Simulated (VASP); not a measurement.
Something may be wrong with this VASP 6.6.1 calculation of Ga.

Contents of INCAR:

```
ALGO = Damped ; EDIFF = 1E-7
ENCUT = 520 ; GGA = PE
ISIF = 2 ; ISMEAR = -1
LASPH = True ; LCHARG = False
LREAL = False ; LWAVE = False
NELM = 54 ; PREC = Accurate
SIGMA = 0.05 ; TIME = 4.0
```

The input KPOINTS:

```
k-points
0
Gamma
  10 10 8
```

Contents of POSCAR:

```
Ga
1.0
    1.3830000000     -4.0265000000      0.0000000000
    1.3830000000      4.0265000000      0.0000000000
   -0.1174474948      0.0000000000      3.1967322639
Ga
2
Direct
    0.1310000000      0.8690000000      0.7500000000
    0.8690000000      0.1310000000      0.2500000000
```

Potentials or basis: VASP PAW PBE potentials, release 64 (Ga_d).

Command:

```console
$ cat potpaw_PBE.64/Ga_d/POTCAR > POTCAR
$ mpirun -np 1 vasp_std > vasp.out
```

OUTCAR:

```text
EDIFF = 1E-7
   ENCUT = 520
   GGA = PE
   ISIF = 2
   ISMEAR = -1
   LASPH = True
   LREAL = False
   NELM = 54
   PREC = Accurate

 ion  position               nearest neighbor table
   1  0.131  0.869  0.750-   2 2.65   2 2.65   2 2.83   2 2.83   2 2.88   2 2.88
   2  0.869  0.131  0.250-   1 2.65   1 2.65   1 2.83   1 2.83   1 2.88   1 2.88

  LATTYP: Found a base centered monoclinic cell.
 ALAT       =     2.7660000000
 B/A-ratio  =     2.9114244396
 C/A-ratio  =     1.1565036293
[... 186 lines left out ...]
  FORCE on cell =-STRESS in cart. coord.  units (eV):
  Direction    XX          YY          ZZ          XY          YZ          ZX
  --------------------------------------------------------------------------------------
  -------------------------------------------------------------------------------------
  Total     -238.2021144   -234.4123794   -243.7546194      0.0000000      0.0000000     -1.5841684
  in kB   -10719.3894814 -10548.8467247 -10969.2590700      0.0000000      0.0000000    -71.2895350
  external PRESSURE =  -10745.8317587 kB  Pullay stress =       0.0000000 kB

 VOLUME and BASIS-vectors are now :
 -----------------------------------------------------------------------------
  energy-cutoff  :      520.00
  volume of cell :       35.60
      direct lattice vectors                 reciprocal lattice vectors
     1.383000000 -4.026500000  0.000000000     0.361532899 -0.124177325  0.013282668
     1.383000000  4.026500000  0.000000000     0.361532899  0.124177325  0.013282668
    -0.117447495  0.000000000  3.196732264     0.000000000  0.000000000  0.312819441

 POSITION                                       TOTAL-FORCE (eV/Angst)
 -----------------------------------------------------------------------------------
      1.29491      2.97156      2.39755         0.000000     -1.652967      0.000000
      1.35364     -2.97156      0.79918        -0.000000      1.652967     -0.000000
 -----------------------------------------------------------------------------------
    total drift:                                0.000000      0.000000     -0.000000

  FREE ENERGIE OF THE ION-ELECTRON SYSTEM (eV)
  ---------------------------------------------------
  free  energy   TOTEN  =       578.9094355906 eV

  energy  without entropy=      578.9097821642  energy(sigma->0) =      578.90960888
```

On the terminal:

```text
POSCAR found type information on POSCAR Ga
 POSCAR found :  1 types and       2 ions
 scaLAPACK will be used
[... 25 lines left out ...]

 soft stop encountered!  aborting job ...
 deleting file STOPCAR
```

Diagnose the run.

The run was cut off at its time limit. The input holds a flaw that was put in on purpose: damping step far too long (ALGO = Damped; TIME = 4).
